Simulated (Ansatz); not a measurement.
C built on the diamond prototype, relaxed with r2SCAN in the plane-wave code Ansatz. It is cubic, Fd-3m (No. 227); conventional cell a = 3.560 Å, 5.64 Å³ an atom. Around C lie 4 C at 1.54 Å.

The axes x, y and z are those of this cell:
```xyz
2
Lattice="0.0000 1.7801 1.7801 1.7801 0.0000 1.7801 1.7801 1.7801 0.0000" Properties=species:S:1:pos:R:3 pbc="T T T"
C     0.0000    0.0000    0.0000
C     0.8901    0.8901    0.8901
```

Unstrained: PBE gives an indirect gap of 4.148 eV, from Γ to Γ–X (0.73 of the way from Γ); the least direct gap is 5.609 eV at Γ. r2SCAN gives an indirect gap of 4.361 eV, from Γ to Γ–X (0.73 of the way from Γ); the least direct gap is 5.896 eV at Γ. The HSE06 gap is indirect, 5.300 eV (Γ to Γ–X (0.73 of the way from Γ)), below the direct gap of 6.994 eV at Γ. Meshes: PBE 12×12×12, r2SCAN 12×12×12, HSE06 8×8×8. Strains are changes of length per length. After each strain the atoms were relaxed again with r2SCAN within the symmetry that the strain leaves, so tilts or polar shifts that break it weren't tested; points keep the names that they have in the unstrained zone. Spin-unpolarised throughout; all numbers are computed.

(1) Apply uniaxial -0.5 % along [111], other directions held. How far does the gap move, against the unstrained cell?

(2) Estimate what epitaxial -4.0 % in the xy plane, free normal strain +0.90 % does to the gap.

(3) Estimate what uniaxial -1.5 % along x, other directions held does to the gap.

(4) Estimate what isotropic -4.0 % on every length does to the gap.

(5) One strain changed the r2SCAN stress by xx -28.47, yy -28.47, zz -28.47, xy +14.23, xz +14.23, yz +14.23 GPa (compression positive) and the gap by -0.249 eV (PBE), -0.267 eV (r2SCAN), -0.295 eV (HSE06). Which kind of strain was it, and roughly how large?

## Answers

(1) PBE: the gap goes from 4.148 to 4.154 eV (+0.006 eV). r2SCAN: the gap goes from 4.361 to 4.368 eV (+0.007 eV). HSE06: the gap goes from 5.300 to 5.311 eV (+0.011 eV). The r2SCAN energy rises by 0.6 meV an atom.

(2) PBE: the gap goes from 4.148 to 3.640 eV (-0.508 eV); the edges go from Γ → Γ–X (0.73) to Γ → Γ–X (0.74); with r2SCAN the top three valence levels at Γ, degenerate before, become 2+1 from the top over 879 meV. r2SCAN: the gap goes from 4.361 to 3.830 eV (-0.531 eV); the edges go from Γ → Γ–X (0.73) to Γ → Γ–X (0.74). The r2SCAN energy rises by 73.7 meV an atom.

(3) PBE: the gap goes from 4.148 to 3.787 eV (-0.361 eV); with r2SCAN the top three valence levels at Γ, degenerate before, become 1+2 from the top over 239 meV. r2SCAN: the gap goes from 4.361 to 3.984 eV (-0.377 eV). HSE06: the gap goes from 5.300 to 4.925 eV (-0.375 eV). The r2SCAN energy rises by 4.5 meV an atom.

(4) PBE: the gap goes from 4.148 to 4.431 eV (+0.283 eV); the edges go from Γ → Γ–X (0.73) to Γ → Γ–X (0.74). r2SCAN: the gap goes from 4.361 to 4.658 eV (+0.297 eV); the edges go from Γ → Γ–X (0.73) to Γ → Γ–X (0.74). The r2SCAN energy rises by 127.3 meV an atom.

(5) Epitaxial +4.0 % in the plane normal to [111], free normal strain -0.35 %. The pattern of the stress gives the kind; the size needs the stiffness, so it is an estimate.

Where an edge lies off the special points, it is a point of the mesh or the k point where a search put PBE's edge or least direct gap, reused for the other functionals, whose own edges may lie a little apart.

The meshes of the hybrids are coarse, so their gaps aren't converged to the digits shown.

The splittings at Γ are without spin-orbit coupling, which regroups them where it is of like size or larger.
